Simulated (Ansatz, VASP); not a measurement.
# Cross-check of Si (silicene, 1 layer) between VASP and Ansatz

One calculation is typed for both programs; each brings its own data sets. How far apart do they land? The structure shown is the end of the Ansatz relaxation below.

Main program and level: Ansatz 0.2.0; plane waves, with VASP 6.6.1 beside it; single point at PBE.

## Step 1: Set-up

The cell holds 2 atoms: 2 Si. Its edges and angles: a = 3.870 Å, b = 3.870 Å, c = 15.450 Å, α = 90.0°, β = 90.0°, γ = 120.0°. Vacuum lies along c.

## Step 2: Ansatz: relaxation, PBE

Ansatz runs on its default PAW (the set named soft_2) files.

This run makes the geometry at which the two programs are then compared.

input.yaml reads:

```yaml
crystal:
  lattice:
    - [3.87, 0.0, 0.0]
    - [-1.935, 3.3515183126, 0.0]
    - [0.0, 0.0, 15.45]
  atoms:
    - { symbol: Si, position: [0.6666666667, 0.3333333333, 0.4854368932] }
    - { symbol: Si, position: [0.3333333333, 0.6666666667, 0.5145631068] }
kpoints:
  mp_grid: { grid: [12, 12, 1] }
hamiltonian:
  xc: pbe
scf:
  occupations: { method: fermi_dirac, width: 0.05 }
  convergence: { dr2_threshold: 1.0e-08 }
efield:
  axis: 3
  dipole_correction: true
  ramp_position: 0.97
  ramp_width: 0.04
relax:
  f_tol: 0.01
  cell: { fix: [c, alpha, beta] }
output:
  write_potential: true
  write_density: true
  volumetric_format: npy
```

Command:

```sh
$ ansatz run input.yaml --threads 2 --pin off --max-ram 4096MiB --backend cpu --events-out ev --progress --plain --runs-dir out
```

Numbers of over 12 decimals in the logs are rounded to 6 here.

Output:

```text
Warning: relax.cell: scf.convergence.dr2_threshold = 1e-8 eV is looser than the 2e-10 eV advised for a relaxation that steers and ends on the stress (1e-10 eV for each atom of the cell: 2). What an SCF threshold leaves in a stress goes as its square root, and in the free energy as the threshold itself, and one threshold admits the most on a small cell: [figures from the program's tests cut] Set scf.convergence.dr2_threshold to 2e-10 eV or tighter. The threshold is an SCF's pass mark: one that does not reach it within its budget of iterations ends unconverged, or closes short of it on a stop that the run arms, and scf.convergence.dr2_threshold's page says what that costs each kind of run
Engine: ansatz 0.2.0, x86_64-unknown-linux-gnu
Pseudopotentials: kind: paw
Pseudopotential: Si, paw, valence charge 4, recommended cutoff 420 eV (normal), Si.paw.azcp
Functional definition: PBE
  parameter kappa = 0.804
  parameter beta = 0.066725
  exchange = pbe_x(kappa = kappa, mu = beta*pi^2/3)
  correlation = pbe_c(beta = beta)
Crystal: 2 atoms, lattice volume = 200.392 Å³
Basis set: ecut = 420 eV, 3939 PW (Γ), exchange–correlation on 54×54×216 points (8 copies of the dense FFT grid, shifted against one another)
Bands: 8, of which v1, the nominal top of the filled ones, is band 4 counted from 1 (3 counted from 0)
Symmetry: 6 space group operations
k-points: 19 of 144 (time reversal used)
Non-local potential: Si, projectors of the file, l = 0: 2, l = 1: 2, l = 2: 2
PAW form: soft (Blöchl's): semilocal exchange-correlation on the pseudo side does not see the compensation charge
PAW one-centre angular grid: Si, 110 points (default); XC on 64 Gauss nodes
Initial density: superposition of atomic densities (neutral atoms: chi_scale 0, normalization atom), corrected by the library's trained network
Initial wavefunctions: pseudopotential atomic-orbital guess
Functional: x = pbe(κ = 0.804, μ = 0.219515), c = pbe(β = 0.066725)
SCF iter   1: F=—  HF=-1270.335309 eV  |F-HF|=—  |Δ(HF+E_count)|=         —  Δρ=7.75e-4  dr2=1.74e-3  ethr=1.77e-3  p=-0.000 e·Å  D=-4.37e-4 V/Å  ΔV_dip=0.01 eV  dr2_dipole=4.58e-7  V_vac-E_F(+/−)=4.68/4.67 eV  ⟨swp⟩=8.1  Hψ=1646  notcnv=0
efield: sawtooth ramp at fractional position 0.9700 (set: `efield.ramp_position`, or a place that a band, a saddle search or an elastic batch's reference lends), width 0.0400; the density the first Hamiltonian is built on has a dipole p = -0.000 e·Å; the dipole correction subtracts the counter field D = -4.37e-4 V/Å, which shifts the + side's vacuum level by +0.01 eV against the − side's; the planar-averaged density in the ramp window peaks in size at 3.6e-5 e/Å³
preconditioner: auto → LDOS  [metal: Δε(μ)=0.000 eV  Ē_g=8.393 eV  σ=0.050 eV  W_gap=0.00  n_scr=6 (ndim 8)  ℏωp=7.4 eV  f_vac=0.670  D(μ)=0.28/eV (n_scr^D=2)  β→1.0]
SCF iter   2: F=—  HF=-1270.340313 eV  |F-HF|=—  |Δ(HF+E_count)|=   5.00e-3  Δρ=1.29e-4  dr2=3.43e-5  ethr=2.17e-5  p=0.000 e·Å  D=1.60e-4 V/Å  ΔV_dip=-0.00 eV  dr2_dipole=4.87e-7  V_vac-E_F(+/−)=4.59/4.60 eV  ⟨swp⟩=2.9  Hψ=468  notcnv=0
SCF iter   3: F=—  HF=-1270.340324 eV  |F-HF|=—  |Δ(HF+E_count)|=   1.17e-5  Δρ=2.89e-5  dr2=6.52e-6  ethr=4.29e-7  p=-0.000 e·Å  D=-2.23e-4 V/Å  ΔV_dip=0.00 eV  dr2_dipole=1.00e-6  V_vac-E_F(+/−)=4.60/4.60 eV  ⟨swp⟩=2.3  Hψ=226  notcnv=0
SCF iter   4: F=—  HF=-1270.340336 eV  |F-HF|=—  |Δ(HF+E_count)|=   1.20e-5  Δρ=1.88e-5  dr2=4.03e-6  ethr=8.15e-8  p=0.000 e·Å  D=2.03e-4 V/Å  ΔV_dip=-0.00 eV  dr2_dipole=8.35e-7  V_vac-E_F(+/−)=4.60/4.60 eV  ⟨swp⟩=2.4  Hψ=210  notcnv=0
SCF iter   5: F=—  HF=-1270.340336 eV  |F-HF|=—  |Δ(HF+E_count)|=   5.62e-7  Δρ=8.36e-6  dr2=6.27e-7  ethr=5.04e-8  p=0.000 e·Å  D=7.50e-5 V/Å  ΔV_dip=-0.00 eV  dr2_dipole=1.21e-7  V_vac-E_F(+/−)=4.60/4.60 eV  ⟨swp⟩=1.3  Hψ=164  notcnv=0
SCF iter   6: F=—  HF=-1270.340336 eV  |F-HF|=—  |Δ(HF+E_count)|=   1.88e-8  Δρ=2.32e-6  dr2=4.30e-8  ethr=7.83e-9  p=0.000 e·Å  D=2.00e-5 V/Å  ΔV_dip=-0.00 eV  dr2_dipole=7.93e-9  V_vac-E_F(+/−)=4.60/4.60 eV  ⟨swp⟩=1.8  Hψ=184  notcnv=0
SCF iter   7: F=-1270.340336 eV  HF=-1270.340336 eV  |F-HF|=6.52e-10  |Δ(HF+E_count)|=   6.14e-9  Δρ=3.36e-7  dr2=1.38e-9  ethr=1.25e-10  p=0.000 e·Å  D=4.52e-6 V/Å  ΔV_dip=-0.00 eV  dr2_dipole=3.15e-10  V_vac-E_F(+/−)=4.60/4.60 eV  ⟨swp⟩=9.3  Hψ=828  notcnv=0
SCF 1 converged in 7 iterations: F = -1270.340336 eV  dr2 = 1.38e-9
  greatest PAW one-centre occupation: 0.650 electrons in one spin orbital (limit 2), on the Si atom at site 0 (counted from 0), in its partial waves of l = 0
relax step   1: F+E_penalty+E_count = -1270.34033567 eV  Δ(F+E_penalty+E_count) = +0.000e0 eV  max|allowed force component| = 1.660e-3 eV/Å  Δτ_max = 0.0000 Å  P = -0.016 GPa  Ω = 200.392 Å³  fix = [c, alpha, beta]  reactions: c +0.001 GPa  (7 SCF iters, accepted)
Initial density: handed on by an earlier stage of this run
Initial wavefunctions: pseudopotential atomic-orbital guess (no wavefunctions were taken with the density)
iter 1 solved again at ethr=1.24e-6 eV; its pass at ethr=3.10e-3 eV (dr2=9.94e-5 eV) is discarded
SCF iter   1: F=—  HF=-1270.340333 eV  |F-HF|=—  |Δ(HF+E_count)|=         —  Δρ=6.19e-7  dr2=1.72e-9  ethr=1.24e-6  p=0.000 e·Å  D=4.52e-6 V/Å  ΔV_dip=-0.00 eV  dr2_dipole=3.24e-10  V_vac-E_F(+/−)=4.60/4.60 eV  ⟨swp⟩=3.5  Hψ=2106  notcnv=0
efield: sawtooth ramp at fractional position 0.9700 (set: `efield.ramp_position`, or a place that a band, a saddle search or an elastic batch's reference lends), width 0.0400; the density the first Hamiltonian is built on has a dipole p = 0.000 e·Å; the dipole correction subtracts the counter field D = 4.52e-6 V/Å, which shifts the + side's vacuum level by -0.00 eV against the − side's; the planar-averaged density in the ramp window peaks in size at 7.7e-8 e/Å³
eigensolver tolerance schedule: the retry pair's looser diagonalisation over-reported the residual by 57862.53 of it (diagonalisation noise at an unbounded share of the residual, at the tolerance the schedule requests for it); recorded, not acted on — ethr = c·dr2/N_el stays at c = 1.0e-1
preconditioner: auto → LDOS  [insulator: Δε(μ)=0.555 eV  Ē_g=8.404 eV  σ=0.050 eV  W_gap=0.50  n_scr=6 (ndim 8)  ℏωp=7.4 eV  f_vac=0.651  D(μ)=0.28/eV (n_scr^D=2)  ε∞_Penn≈1.8  β→1.0]
SCF iter   2: F=—  HF=-1270.340336 eV  |F-HF|=—  |Δ(HF+E_count)|=   2.96e-6  Δρ=7.63e-7  dr2=4.26e-9  ethr=2.15e-11  p=-0.000 e·Å  D=-6.61e-6 V/Å  ΔV_dip=0.00 eV  dr2_dipole=8.67e-10  V_vac-E_F(+/−)=4.60/4.60 eV  ⟨swp⟩=14.5  Hψ=1413  notcnv=0
SCF iter   3: F=-1270.340336 eV  HF=-1270.340336 eV  |F-HF|=1.39e-11  |Δ(HF+E_count)|=  3.39e-10  Δρ=3.15e-7  dr2=1.19e-10  ethr=2.15e-11  p=0.000 e·Å  D=4.53e-7 V/Å  ΔV_dip=-0.00 eV  dr2_dipole=3.56e-12  V_vac-E_F(+/−)=4.60/4.60 eV  ⟨swp⟩=6.3  Hψ=802  notcnv=0
SCF 2 converged in 3 iterations: F = -1270.340336 eV  dr2 = 1.19e-10
  greatest PAW one-centre occupation: 0.650 electrons in one spin orbital (limit 2), on the Si atom at site 1 (counted from 0), in its partial waves of l = 0
relax step   2: F+E_penalty+E_count = -1270.34033568 eV  Δ(F+E_penalty+E_count) = -1.181e-9 eV  max|allowed force component| = 1.659e-3 eV/Å  Δτ_max = 0.0000 Å  P = -0.016 GPa  Ω = 200.392 Å³  fix = [c, alpha, beta]  reactions: c +0.001 GPa  stress off target by 2.39e-2 GPa on what of the cell is left free  SCF on the basis re-selected at this cell (its energy is not comparable with the rows above)  (3 SCF iters)
basis re-selected at this cell: Δ(F+E_penalty+E_count) = -1.181e-9 eV, ΔP = -0.000 GPa vs the last step (what re-selecting the basis moved, of the pressure what is left beyond the Pulay correction that the steps carried, after the strain that the cell walked since its last selection, with what the two solves' SCF thresholds leave and, on support functions, any second-order correction that the steps lacked; it is no m [...]
SCF converged after 3 iterations
Free energy (F): -1270.340336 eV
Harris-Foulkes:  -1270.340336 eV  (|F-HF|=1.39e-11)
Internal energy: -1270.338405 eV  (E = F + TS)
E sigma→0 (E₀):  -1270.339370 eV
Entropy (-TS):   -0.001930 eV (-0.965 meV/atom)
Fermi energy:    -2.377180 eV
Dipole field:    D = -0.000002 V/Å  (p = -0.000002 e·Å, saw-weighted, corrected)
Work function:   Φ+ = 4.5985 eV   Φ− = 4.5985 eV
Levels:          The Fermi level and band energies are counted from a zero that moves with the ramp; work functions are not
--- Per-component energies (eV) ---
  E_band       = -58.563438
  E_kinetic    = 77.628998
  E_local      = -888.891832  (includes V_loc(G=0)·N_el)
  E_nonlocal   = 52.280346
  E_hartree    = 397.961053
  E_xc         = -108.462744
  E_vxc        = -90.789660  (∫ρ·V_xc dr)
  E_paw        = -1025.327790  (= ΣΔE_a)
  E_vpaw       = -4.713393  (= ΣTr[D̂ρ^β])
  E_aug_tail   = 0.000013  (compensation charges beyond the density's cutoff)
  E_efield     = 0.000000  (sawtooth field / dipole correction)
  E_vefield    = 0.000003  (∫n·V_field dr)
  E_ewald      = 224.473551
  E_smearing   = -0.001930  (= −TS)
  E_closure    = 0.000000  (closes the sum)
  Σ components = -1270.340336   (vs F -1270.340336, Δ=0.00e0)
--- Forces (eV/Å), atoms counted from 1 ---
  atom   1  Si     0.00000000    -0.00000000    -0.00165792
  atom   2  Si     0.00000000     0.00000000     0.00166027
  max |Σ_I F_I| component: 2.35e-6 eV/Å
--- Stress (GPa, compression-positive) ---
       -0.023894      -0.000000      -0.000000
       -0.000000      -0.023894       0.000000
       -0.000000       0.000000       0.000533
  P = ⅓ Tr σ = -0.0158 GPa (-0.158 kbar)
--- Band table (eV; the first three rows and the last of 19) ---
  k-point 0: bands = ["-13.4616", "-5.5359", "-3.6459", "-3.6459", "-0.5307", "0.2035", "0.5897", "0.5897"]
  k-point 1: bands = ["-13.3808", "-5.4813", "-4.2516", "-3.7892", "-0.1246", "0.2578", "0.6672", "0.8887"]
  k-point 2: bands = ["-13.1401", "-5.6878", "-5.0273", "-4.1181", "-0.2823", "0.3802", "1.6796", "1.7078"]
  k-point 18: bands = ["-10.2162", "-10.2162", "-6.8465", "-2.3772", "-2.3772", "1.6357", "3.2645", "3.7038"]
--- Relaxed structure (1 steps of the walk, 1 accepted, 1 SCFs on fresh bases) ---
  F+E_penalty+E_count = -1270.34033568 eV   max|allowed force component| = 1.659e-3 eV/Å   (the final SCF, on the basis selected at the relaxed cell)
  cell:  # Å, volume = 200.3923 Å³
    - [3.870000, 0.0, 0.0]
    - [-1.935000, 3.351518, 0.0]
    - [0.0, 0.0, 15.45]
  atoms:
    - { symbol: Si, position: [0.666667, 0.333333, 0.485437] }
    - { symbol: Si, position: [0.333333, 0.666667, 0.5145631068] }
```

Reading the cycles: dr2 is the Hartree energy of the density residual (eV), the measure of convergence; HF is the Harris–Foulkes estimate of the energy, which meets the free energy F at convergence.

## Step 3: VASP: single point, PBE

The same cell, functional, mesh and smearing now go to VASP, with its own data sets.

Lines of VASP's logs that name or quote its potential files are left out, and so is its time.

INCAR reads:

```
SYSTEM = Si
PREC = Accurate
ENCUT = 500
EDIFF = 1E-06
NELM = 120
ISMEAR = -1
SIGMA = 0.05
LREAL = .FALSE.
ALGO = Normal
GGA = PE
NBANDS = 10
LORBIT = 11
LWAVE = .FALSE.
LCHARG = .FALSE.
ISIF = 2
LDIPOL = .TRUE.
IDIPOL = 3
DIPOL = 0.5 0.5 0.5
LVHAR = .TRUE.
LASPH = .TRUE.
GGA_COMPAT = .FALSE.
NELMDL = -8
```

POSCAR reads:

```
Si
1.0
    3.8700000000      0.0000000000      0.0000000000
   -1.9350000000      3.3515183126      0.0000000000
    0.0000000000      0.0000000000     15.4500000000
Si
2
Direct
    0.6666666667      0.3333333333      0.4854368932
    0.3333333333      0.6666666667      0.5145631068
```

KPOINTS reads:

```
Automatic mesh
0
Gamma
12 12 1
0 0 0
```

The projector-augmented-wave data sets are Si (PBE family, release 64).

Command:

```sh
$ mpirun -np 1 vasp_std
```

Output:

```text
[banner, memory and clock lines left out]
running    1 mpi-ranks, on    1 nodes
 distrk:  each k-point on    1 cores,    1 groups
 distr:  one band on    1 cores,    1 groups

 POSCAR found type information on POSCAR Si
 POSCAR found :  1 types and       2 ions
 LDA part: xc-table for (Slater+PW92), standard interpolation
 POSCAR, INCAR and KPOINTS ok, starting setup
 FFT: planning ... GRIDC
 FFT: planning ... GRID_SOFT
 FFT: planning ... GRID
 WAVECAR not read
 entering main loop
       N       E                     dE             d eps       ncg     rms          rms(c)
DAV:   1     0.322526101156E+02    0.32253E+02   -0.23637E+03   380   0.502E+02
DAV:   2    -0.739292899483E+01   -0.39646E+02   -0.37336E+02   530   0.817E+01
DAV:   3    -0.982318867585E+01   -0.24303E+01   -0.24191E+01   492   0.231E+01
DAV:   4    -0.987337117149E+01   -0.50182E-01   -0.50165E-01   580   0.419E+00
DAV:   5    -0.987409990774E+01   -0.72874E-03   -0.72872E-03   568   0.415E-01
DAV:   6    -0.987410755411E+01   -0.76464E-05   -0.76464E-05   580   0.434E-02
DAV:   7    -0.987410783094E+01   -0.27683E-06   -0.27702E-06   566   0.645E-03
DAV:   8    -0.987410783820E+01   -0.72663E-08   -0.67743E-08   560   0.940E-04    0.463E+00
DAV:   9    -0.967450027370E+01    0.19961E+00   -0.14009E-01   458   0.161E+00    0.275E+00
DAV:  10    -0.956968021637E+01    0.10482E+00   -0.31352E-01   524   0.248E+00    0.246E-01
DAV:  11    -0.956901839836E+01    0.66182E-03   -0.18654E-02   540   0.753E-01    0.145E-01
DAV:  12    -0.956869331091E+01    0.32509E-03   -0.60382E-04   608   0.128E-01    0.103E-01
DAV:  13    -0.956773915212E+01    0.95416E-03   -0.72365E-04   526   0.108E-01    0.369E-02
DAV:  14    -0.956757764319E+01    0.16151E-03   -0.14212E-04   526   0.517E-02    0.293E-02
DAV:  15    -0.956788245621E+01   -0.30481E-03   -0.39360E-04   396   0.715E-02    0.300E-02
DAV:  16    -0.956790498944E+01   -0.22533E-04   -0.88369E-06   546   0.163E-02    0.132E-02
DAV:  17    -0.956827141499E+01   -0.36643E-03   -0.36115E-05   480   0.236E-02    0.295E-02
DAV:  18    -0.956827211022E+01   -0.69523E-06   -0.15571E-06   574   0.651E-03
   1 F= -.95682721E+01 E0= -.95673069E+01  d E =-.193047E-02
```

Parts of OUTCAR (step 3):

```text
ion  position               nearest neighbor table
   1  0.667  0.333  0.485-   2 2.28   2 2.28   2 2.28
   2  0.333  0.667  0.515-   1 2.28   1 2.28   1 2.28

  LATTYP: Found a hexagonal cell.
 ALAT       =     3.8700000000
 C/A-ratio  =     3.9922480620

 Subroutine GETGRP returns: Found 12 space group operations
 (whereof 12 operations were pure point group operations)

The static configuration has the point symmetry D_3d.

 Found     19 irreducible k-points:

   k-points           NKPTS =     19   k-points in BZ     NKDIM =     19   number of bands    NBANDS=     10

   dimension x,y,z NGX =    28 NGY =   28 NGZ =  120
   dimension x,y,z NGXF=    56 NGYF=   56 NGZF=  240

   ENCUT  =  500.0 eV  36.75 Ry    6.06 a.u.   7.06  7.06 28.17*2*pi/ulx,y,z

   NELECT =       8.0000    total number of electrons

 k-points in reciprocal lattice and weights: Automatic mesh
   0.00000000  0.00000000  0.00000000       0.007
   0.08333333  0.00000000  0.00000000       0.042
   0.16666667  0.00000000  0.00000000       0.042
   0.25000000  0.00000000  0.00000000       0.042
   0.33333333  0.00000000  0.00000000       0.042
   0.41666667  0.00000000  0.00000000       0.042
   0.50000000  0.00000000  0.00000000       0.021
   0.08333333  0.08333333  0.00000000       0.042
   0.16666667  0.08333333  0.00000000       0.083
[...]
0.33333333  0.25000000  0.00000000       0.083
   0.33333333  0.33333333  0.00000000       0.014

 dipolmoment           0.000000      0.000000      0.000000 electrons x Angstroem

 average (electrostatic) potential at core
       1 -91.9386       2 -91.9386

 E-fermi :  -2.4616

 k-point     1 :       0.0000    0.0000    0.0000
  band No.  band energies     occupation
      1     -13.5369      2.00000
      2      -5.6206      2.00000
      3      -3.7235      2.00000
      4      -3.7235      2.00000
      5      -0.6025      0.00000
      6       0.1333      0.00000
      7       0.5136      0.00000
      8       0.5136      0.00000
      9       2.1021      0.00000
    ...

 k-point     2 :       0.0833    0.0000    0.0000
  band No.  band energies     occupation
      1     -13.4561      2.00000
      2      -5.5663      2.00000
      3      -4.3281      2.00000
      4      -3.8666      2.00000
      5      -0.1976      0.00000
      6       0.1865      0.00000
      7       0.5913      0.00000
      8       0.8125      0.00000
      9       2.1754      0.00000
    ...

 k-point     3 :       0.1667    0.0000    0.0000
  band No.  band energies     occupation
      1     -13.2155      2.00000
      2      -5.7688      2.00000
      3      -5.1070      2.00000
      4      -4.1952      2.00000
      5      -0.3582      0.00000
      6       0.3057      0.00000
      7       1.6032      0.00000
      8       1.6336      0.00000
      9       2.2906      0.00000
    ...

  Total       -0.0485732     -0.0485732      0.0031516      0.0000000     -0.0000000     -0.0000000
  in kB       -0.3883523     -0.3883523      0.0251978      0.0000000     -0.0000000     -0.0000000
  external PRESSURE =      -0.2505023 kB  Pullay stress =       0.0000000 kB

  energy-cutoff  :      500.00
  volume of cell :      200.39
      direct lattice vectors                 reciprocal lattice vectors
     3.870000000  0.000000000  0.000000000     0.258397933  0.149186116  0.000000000
    -1.935000000  3.351518313  0.000000000     0.000000000  0.298372232  0.000000000
     0.000000000  0.000000000 15.450000000     0.000000000  0.000000000  0.064724919

 POSITION                                       TOTAL-FORCE (eV/Angst)
 -----------------------------------------------------------------------------------
      1.93500      1.11717      7.50000        -0.000000      0.000000      0.004511
     -0.00000      2.23435      7.95000         0.000000     -0.000000     -0.004511
 -----------------------------------------------------------------------------------
    total drift:                               -0.000000      0.000000      0.000000

  FREE ENERGIE OF THE ION-ELECTRON SYSTEM (eV)
  ---------------------------------------------------
  free  energy   TOTEN  =        -9.5682721102 eV

  energy  without entropy=       -9.5663416451  energy(sigma->0) =       -9.56730688

 vacuum level on the upper side and lower side of the slab         2.142         2.142

 total charge
# of ion       s       p       d       tot
------------------------------------------
    1        0.777   0.900   0.000   1.677
    2        0.777   0.900   0.000   1.677
--------------------------------------------------
tot          1.554   1.801   0.000   3.354

[... 3 further parts left out ...]
```

## Step 4: Differences

Known differences besides the potentials themselves: the cutoff is 420 eV in Ansatz and 500 eV in VASP; Ansatz's pressure holds a Pulay correction, VASP's none. Total energies have different zeros and are not compared.

Both answers:

```tsv
quantity	Ansatz	VASP	difference
pressure (GPa)	-0.02	-0.03	+0.01
work function, lower of the two faces (eV)	4.60	4.60	-0.01
work function, higher of the two faces (eV)	4.60	4.60	-0.01
```

At this near-relaxed geometry the largest component of a force difference is 6 meV/Å. With vacuum in the cell, a pressure given here is an average over mostly empty space and none of the material.

## Step 5: What came out

```
difference in work function, lower of the two faces (single point, PBE) : -0.0051 eV
```

What this shows: The difference in work function, lower of the two faces is -0.0051 eV (single point, PBE). Such differences can come from data sets, numerical settings and the points named under the comparisons, not from the functional's error against experiment.

[Lines on the potential files, build, host, timing and source positions are cut from VASP's logs without a mark.]

[Logs are printed without paths, hosts, clocks, repeated set-up lines and the standing remarks that a program may print on its own settings, such as how far it seeks lower states.]

[Hosts, paths, dates, database ids (printed as entryN), source tags and the programs' standing remarks are cut or masked in the printed files.]
